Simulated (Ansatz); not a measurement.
The parent structure is Sb$_{2}$Te$_{3}$ in the Bi2Te3 type structure (space group R-3m, No. 166; a = 4.286 Å, c = 30.930 Å (hexagonal axes)).

Computed with DFT with r2SCAN+rVV10, PAW potentials and a 500 eV plane-wave cutoff in Ansatz (a quantum-chemistry and plane-wave program), no SOC.

For the base:

| Property | Value |
|---|---|
| Valence-band top at Γ | 0.00, -1.36, -1.36 eV |
| Hole mass | 0.14 mₑ along c, 0.056 mₑ across (at Γ) |

The change: every lattice vector is stretched by 1.66 %, atoms relaxed at fixed cell.

Problem. What happens to the valence-band top at Γ?

Solution. The valence-band top at Γ (three highest levels, from the VBM) changes from 0.00, -1.36, -1.36 eV to 0.00, -1.15, -1.15 eV.

Problem. Predict the new mean gap deformation potential ΔEg/Δln V.

Solution. The mean gap deformation potential ΔEg/Δln V comes out as +2.0 eV.

Problem. Estimate the effect on the hole mass.

Solution. The hole mass changes from 0.14 mₑ along c, 0.056 mₑ across (at Γ) to 0.23 mₑ along c, 0.16 mₑ across (at Γ).

Spin-orbit coupling, missing from the scalar runs, can matter with Sb and Te. The cells carry an imposed strain or load. Masses are band curvatures over ±0.01 Å⁻¹ around the edge. Whether these cells are dynamically stable was not tested.
